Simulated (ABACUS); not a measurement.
# PbS (Galena) (Fm-3m) in ABACUS: further runs

One crystal, PbS (Galena), is run at these levels: B86bPBE; tasks: band structure, equation of state.

Everything below comes from runs of ABACUS 3.10.1. Logs are shortened: lines on timing, memory, paths and dates and some standing lists are left out, and cuts for length are marked.

**1. The crystal as given**

It takes space group Fm-3m (No. 225, cubic). The conventional cell has a = 5.931 Å, b = 5.931 Å, c = 5.931 Å, α = 90.00°, β = 90.00°, γ = 90.00°. Around Pb (site symmetry m-3m) lie 6 S at 2.97 Å. S (site symmetry m-3m) is surrounded by 6 Pb at 2.97 Å.

**2. Band structure, B86bPBE**

Input file INPUT:

```
INPUT_PARAMETERS
suffix              PbS
calculation         nscf
basis_type          pw
pseudo_dir          ./
symmetry            -1
dft_functional      GGA_X_B86_MGC+GGA_C_PBE
ecutwfc             63.0
pseudo_rcut         10
nspin               1
nbands              20
ks_solver           dav
smearing_method     fd
smearing_sigma      0.00367493
scf_thr             1e-08
scf_nmax            100
mixing_type         broyden
mixing_beta         0.7
init_chg            file
pw_diag_thr         1e-07
out_band            1
kpar                4
```

Input file STRU:

```
ATOMIC_SPECIES
Pb 207.2000 Pb.upf
S 32.0600 S.upf

LATTICE_CONSTANT
1.8897261246

LATTICE_VECTORS
-2.9657500000 0.0000000000 2.9657500000
0.0000000000 2.9657500000 2.9657500000
-2.9657500000 2.9657500000 0.0000000000

ATOMIC_POSITIONS
Direct

Pb
0.0
1
0.0000000000 0.0000000000 0.0000000000 1 1 1

S
0.0
1
0.5000000000 0.5000000000 0.5000000000 1 1 1
```

Input file KPT:

```
K_POINTS
12
Line
0.00000000 0.00000000 0.00000000 10 // G
0.50000000 0.00000000 0.50000000 10 // X
0.50000000 0.25000000 0.75000000 10 // W
0.37500000 0.37500000 0.75000000 10 // K
0.00000000 0.00000000 0.00000000 10 // G
0.50000000 0.50000000 0.50000000 10 // L
0.62500000 0.25000000 0.62500000 10 // U
0.50000000 0.25000000 0.75000000 10 // W
0.50000000 0.50000000 0.50000000 10 // L
0.37500000 0.37500000 0.75000000 1 // K
0.62500000 0.25000000 0.62500000 10 // U
0.50000000 0.00000000 0.50000000 1 // X
```

Potentials or basis: PseudoDojo NC SR 0.4.1 PBE standard, plane waves.

On the command line:

```console
> OMP_NUM_THREADS=1 mpirun -np 4 abacus > log
```

running log:

```text
ABACUS v3.10.1

               Atomic-orbital Based Ab-initio Computation at UStc

 ------------------------------------------------------------------------------------

 READING GENERAL INFORMATION
                           global_out_dir = OUT.PbS/
                           global_in_card = INPUT
                               pseudo_dir = ./
                              orbital_dir =
                                    DSIZE = 4
                                    GSIZE = 1

 READING UNITCELL INFORMATION
                                    ntype = 2
                  lattice constant (Bohr) = 1.88973
              lattice constant (Angstrom) = 1

 READING ATOM TYPE 1
                               atom label = Pb
                      L=0, number of zeta = 1
                      L=1, number of zeta = 1
                      L=2, number of zeta = 1
             number of atom for this type = 1

 READING ATOM TYPE 2
                               atom label = S
                      L=0, number of zeta = 1
                      L=1, number of zeta = 1
                      L=2, number of zeta = 1
             number of atom for this type = 1

                        TOTAL ATOM NUMBER = 2
DIRECT COORDINATES
    atom                   x                   y                   z     mag                  vx                  vy                  vz
taud_Pb1            0.0000000000        0.0000000000        0.0000000000  0.0000        0.0000000000        0.0000000000        0.0000000000
taud_S1            0.5000000000        0.5000000000        0.5000000000  0.0000        0.0000000000        0.0000000000        0.0000000000

                          Volume (Bohr^3) = 352.071
                             Volume (A^3) = 52.1715

 Lattice vectors: (Cartesian coordinate: in unit of a_0)
             -2.96575                  +0            +2.96575
                   +0            +2.96575            +2.96575
             -2.96575            +2.96575                  +0
 Reciprocal vectors: (Cartesian coordinate: in unit of 2 pi/a_0)
            -0.168591           -0.168591           +0.168591
            +0.168591           +0.168591           +0.168591
            -0.168591           +0.168591           -0.168591
 The esolver type has been set to : ksdft_pw

                PAO radial cut off (Bohr) = 10

 Read in pseudopotential file is Pb.upf
                     pseudopotential type = NC
          exchange-correlation functional = PBE
                 nonlocal core correction = 1
                        valence electrons = 14
                                     lmax = 2
                           number of zeta = 3
                     number of projectors = 6
                           L of projector = 0
                           L of projector = 0
                           L of projector = 1
                           L of projector = 1
                           L of projector = 2
                           L of projector = 2
 XC functional updated to : GGA_X_B86_MGC+GGA_C_PBE
          exchange-correlation functional = GGA_X_B86_MGC+GGA_C_PBE
                PAO radial cut off (Bohr) = 10

 Read in pseudopotential file is S.upf
                     pseudopotential type = NC
          exchange-correlation functional = PBE
                 nonlocal core correction = 1
                        valence electrons = 6
                                     lmax = 2
                           number of zeta = 2
                     number of projectors = 6
                           L of projector = 0
                           L of projector = 0
                           L of projector = 1
                           L of projector = 1
                           L of projector = 2
                           L of projector = 2
 XC functional updated to : GGA_X_B86_MGC+GGA_C_PBE
          exchange-correlation functional = GGA_X_B86_MGC+GGA_C_PBE
     initial pseudo atomic orbital number = 13

 SETUP THE ELECTRONS NUMBER
            electron number of element Pb = 14
      total electron number of element Pb = 14
             electron number of element S = 6
       total electron number of element S = 6
            AUTOSET number of electrons:  = 20
                           occupied bands = 10
                                   NBANDS = 20
                                   NLOCAL = 18

%%%%%%%%%%%%%%%%%%%%%%%%%%%%%%%%%%%%%%%%%%%%%%%%%%%%%%%%%%%%%%%%%%%%%%%%%%%%%%%%%%%%%%%%%%%%%%%%%%%%%%%%%%
 Warning: the number of valence electrons in pseudopotential > 4 for Pb: [Xe] 4f14 5d10 6s2 6p2
 Pseudopotentials with additional electrons can yield (more) accurate outcomes, but may be less efficient.
 If you're confident that your chosen pseudopotential is appropriate, you can safely ignore this warning.
%%%%%%%%%%%%%%%%%%%%%%%%%%%%%%%%%%%%%%%%%%%%%%%%%%%%%%%%%%%%%%%%%%%%%%%%%%%%%%%%%%%%%%%%%%%%%%%%%%%%%%%%%%

 SETUP THE PLANE WAVE BASIS
[... 61 lines left out ...]
        1            313           3719

 SETUP NONLOCAL PSEUDOPOTENTIALS IN PLANE WAVE BASIS
 Pb non-local projectors:
 projector 1 L=0
 projector 2 L=0
 projector 3 L=1
 projector 4 L=1
 projector 5 L=2
 projector 6 L=2
 S non-local projectors:
 projector 1 L=0
 projector 2 L=0
 projector 3 L=1
 projector 4 L=1
 projector 5 L=2
 projector 6 L=2
      TOTAL NUMBER OF NONLOCAL PROJECTORS = 36

 Init Non-Local PseudoPotential table :
 Init Non-Local-Pseudopotential done.

                                     npwx = 3000

 Make real space PAO into reciprocal space.
       max mesh points in Pseudopotential = 1001
     dq(describe PAO in reciprocal space) = 0.01
                                    max q = 957

 number of pseudo atomic orbitals for Pb is 3
WARNING: norm of atomic wavefunction # 3 of atomic type Pb is 0.999464, renormalized

 number of pseudo atomic orbitals for S is 2
WARNING: norm of atomic wavefunction # 2 of atomic type S is 0.999996, renormalized

 -------------------------------------------
 NONSELF-CONSISTENT
 -------------------------------------------
                                 init_chg = file
 try to read charge from file
 Read in the charge density: OUT.PbS//PbS-CHARGE-DENSITY.restart

 PW ALGORITHM --------------- ION=   1  ELEC=   1--------------------------------
 k(1/102) Iter steps (avg)=9 threshold=1e-07
 k(2/102) Iter steps (avg)=9 threshold=1e-07
 k(3/102) Iter steps (avg)=9 threshold=1e-07
 k(4/102) Iter steps (avg)=10 threshold=1e-07
 k(5/102) Iter steps (avg)=13 threshold=1e-07
 k(6/102) Iter steps (avg)=18 threshold=1e-07
 k(7/102) Iter steps (avg)=16 threshold=1e-07
 k(8/102) Iter steps (avg)=26 threshold=1e-07
 k(9/102) Iter steps (avg)=22 threshold=1e-07
 k(10/102) Iter steps (avg)=20 threshold=1e-07
[... 6 lines left out ...]
 k(17/102) Iter steps (avg)=16 threshold=1e-07
 k(18/102) Iter steps (avg)=19 threshold=1e-07
 k(19/102) Iter steps (avg)=20 threshold=1e-07
 k(20/102) Iter steps (avg)=16 threshold=1e-07
 k(21/102) Iter steps (avg)=19 threshold=1e-07
 k(22/102) Iter steps (avg)=16 threshold=1e-07
 k(23/102) Iter steps (avg)=20 threshold=1e-07
 k(24/102) Iter steps (avg)=21 threshold=1e-07
 k(25/102) Iter steps (avg)=19 threshold=1e-07
 k(26/102) Iter steps (avg)=17 threshold=1e-07
[... levels at 26 k points of this process ...]

 Density error is 0.00000000000
                          Error Threshold = 1.00000000000e-07
----------------------------------------------------------
     Energy           Rydberg                 eV
----------------------------------------------------------
 E_KohnSham     -163.1336009795      -2219.5465085794
 E_KS(sigma->0) -163.1335838064      -2219.5462749280
 E_Harris       -163.1336009795      -2219.5465085794
 E_band         -3.7594413023        -51.1498230072
 E_one_elec     -35.9181853316       -488.6919823292
 E_Hartree      30.5052653385        415.0454276056
 E_xc           -46.4910025945       -632.5425410181
 E_Ewald        -111.2296440458      -1513.3569455350
 E_entropy(-TS) -0.0000343461        -0.0004673028
 E_descf        0.0000000000         0.0000000000
 E_exx          0.0000000000         0.0000000000
 E_Fermi        0.6534674339         8.8908805588
----------------------------------------------------------

 charge density convergence is achieved
 final etot is -2219.5465086 eV
 EFERMI = 8.8908805588 eV

 STATE ENERGY(eV) AND OCCUPATIONS    NSPIN == 1
 1/26 kpoint (Cartesian) = 0.0000 0.0000 0.0000 (2975 pws)
       1       -8.12677      0.0196078
       2       -8.12677      0.0196078
       3       -8.12677      0.0196078
       4       -8.10895      0.0196078
       5       -8.10895      0.0196078
       6       -4.89154      0.0196078
[... 12 lines left out ...]
      19        17.7852    1.08962e-79
      20        18.0324    7.75906e-82

 2/26 kpoint (Cartesian) = -0.016859 0.0000 0.0000 (2951 pws)
       1       -8.12739      0.0196078
       2       -8.12536      0.0196078
       3       -8.12536      0.0196078
       4       -8.11072      0.0196078
       5       -8.10832      0.0196078
       6       -4.86275      0.0196078
[... 12 lines left out ...]
      19        17.9496    4.06447e-81
      20        18.5426    2.87420e-86

 3/26 kpoint (Cartesian) = -0.033718 0.0000 0.0000 (2966 pws)
       1       -8.12918      0.0196078
       2       -8.12126      0.0196078
       3       -8.12126      0.0196078
       4       -8.11653      0.0196078
       5       -8.10650      0.0196078
       6       -4.77652      0.0196078
[... 12 lines left out ...]
      19        18.5074    5.80805e-86
      20        19.9058        0.00000

 4/26 kpoint (Cartesian) = -0.050577 0.0000 0.0000 (2958 pws)
       1       -8.13198      0.0196078
       2       -8.12755      0.0196078
       3       -8.11479      0.0196078
       4       -8.11479      0.0196078
       5       -8.10367      0.0196078
       6       -4.63398      0.0196078
[... 12 lines left out ...]
      19        19.3833        0.00000
      20        21.5269        0.00000

 5/26 kpoint (Cartesian) = -0.067437 0.0000 0.0000 (2946 pws)
       1       -8.14461      0.0196078
       2       -8.13550      0.0196078
       3       -8.10654      0.0196078
       4       -8.10654      0.0196078
       5       -8.10009      0.0196078
       6       -4.43899      0.0196078
[... 12 lines left out ...]
      19        20.3808        0.00000
      20        23.1881        0.00000

 6/26 kpoint (Cartesian) = -0.084296 0.0000 0.0000 (2978 pws)
       1       -8.16730      0.0196078
       2       -8.13941      0.0196078
       3       -8.09726      0.0196078
       4       -8.09726      0.0196078
       5       -8.09613      0.0196078
       6       -4.20064      0.0196078
[... 12 lines left out ...]
      19        21.4746        0.00000
      20        24.3177        0.00000

[... levels at 20 further k points ...]

 --------------------------------------------
 !FINAL_ETOT_IS -2219.546508579449 eV
 --------------------------------------------

 Output bands in file: OUT.PbS/BANDS_1.dat
```

Run time: 9.5 s. Hardware: 4 MPI ranks of Intel Xeon Platinum 8488C (Sapphire Rapids), shared host; peak memory 0.4 GiB.

Results:

```
Band gap along the path : 0.39 eV, direct
```

Levels at the corners of the path, in eV from the Fermi level:
| point | band 6 | band 7 | band 8 | band 9 | band 10 | band 11 | band 12 | band 13 | band 14 | band 15 |
| --- | --- | --- | --- | --- | --- | --- | --- | --- | --- | --- |
| Γ | -13.78 | -6.24 | -2.35 | -2.35 | -2.35 | 5.01 | 5.01 | 5.01 | 6.55 | 6.55 |
| X | -12.12 | -7.41 | -5.37 | -3.62 | -3.62 | 3.71 | 5.40 | 5.49 | 5.49 | 10.87 |
| W | -12.08 | -8.15 | -4.60 | -4.60 | -1.22 | 2.00 | 4.50 | 4.50 | 7.99 | 7.99 |
| K | -12.12 | -8.18 | -4.96 | -3.12 | -2.67 | 3.15 | 3.93 | 4.88 | 6.06 | 10.10 |
| Γ | -13.78 | -6.24 | -2.35 | -2.35 | -2.35 | 5.01 | 5.01 | 5.01 | 6.55 | 6.55 |
| L | -12.55 | -9.04 | -1.97 | -1.97 | -0.20 | 0.20 | 1.78 | 1.78 | 8.52 | 9.97 |
| U | -12.12 | -8.18 | -4.96 | -3.12 | -2.67 | 3.15 | 3.93 | 4.88 | 6.06 | 10.10 |
| W | -12.08 | -8.15 | -4.60 | -4.60 | -1.22 | 2.00 | 4.50 | 4.50 | 7.99 | 7.99 |
| L | -12.55 | -9.04 | -1.97 | -1.97 | -0.20 | 0.20 | 1.78 | 1.78 | 8.52 | 9.97 |
| K | -12.12 | -8.18 | -4.96 | -3.12 | -2.67 | 3.15 | 3.93 | 4.88 | 6.06 | 10.10 |
| U | -12.12 | -8.18 | -4.96 | -3.12 | -2.67 | 3.15 | 3.93 | 4.88 | 6.06 | 10.10 |
| X | -12.12 | -7.41 | -5.37 | -3.62 | -3.62 | 3.71 | 5.40 | 5.49 | 5.49 | 10.87 |

Caveat: the density is read from an earlier self-consistent run, whose mesh may be coarse; the potentials were made for another functional, which shifts forces and pressure; spin-orbit coupling is left out, which moves the levels of the heavy elements.

**3. Equation of state, B86bPBE, 24.52 Å³/atom (volume scaled by 0.94)**

Input file INPUT:

```
INPUT_PARAMETERS
suffix              PbS
calculation         scf
basis_type          pw
pseudo_dir          ./
latname             fcc
symmetry            1
dft_functional      GGA_X_B86_MGC+GGA_C_PBE
ecutwfc             63
pseudo_rcut         10
nspin               1
nbands              14
ks_solver           dav
smearing_method     fd
smearing_sigma      0.00367493
scf_thr             1e-08
scf_nmax            100
mixing_type         broyden
mixing_beta         0.7
cal_force           1
cal_stress          1
kpar                4
```

Input file STRU:

```
ATOMIC_SPECIES
Pb 207.2000 Pb.upf
S 32.0600 S.upf

LATTICE_CONSTANT
10.9800930276

ATOMIC_POSITIONS
Direct

Pb
0.0
1
0.0000000000 0.0000000000 0.0000000000 1 1 1

S
0.0
1
0.5000000000 0.5000000000 0.5000000000 1 1 1
```

Input file KPT:

```
K_POINTS
0
Gamma
6 6 6 0 0 0
```

Potentials or basis: PseudoDojo NC SR 0.4.1 PBE standard, plane waves.

On the command line:

```console
> OMP_NUM_THREADS=1 mpirun -np 4 abacus > log
```

Wall time 3.5 s (4 MPI ranks of Intel Xeon Platinum 8488C (Sapphire Rapids), shared host); peak memory 0.36 GiB.

The run converged. Its results:

| Quantity | Value |
| --- | --- |
| Free energy | -2218.4237 eV |
| Pressure | 7.1 GPa |
| Band gap on the k mesh | 0.15 eV, direct |

Caveat: the potentials were made for another functional, which shifts forces and pressure; spin-orbit coupling is left out, which as a rule narrows the gap of such compounds by several tenths of an eV.

(Continued in part 2 of 2.)
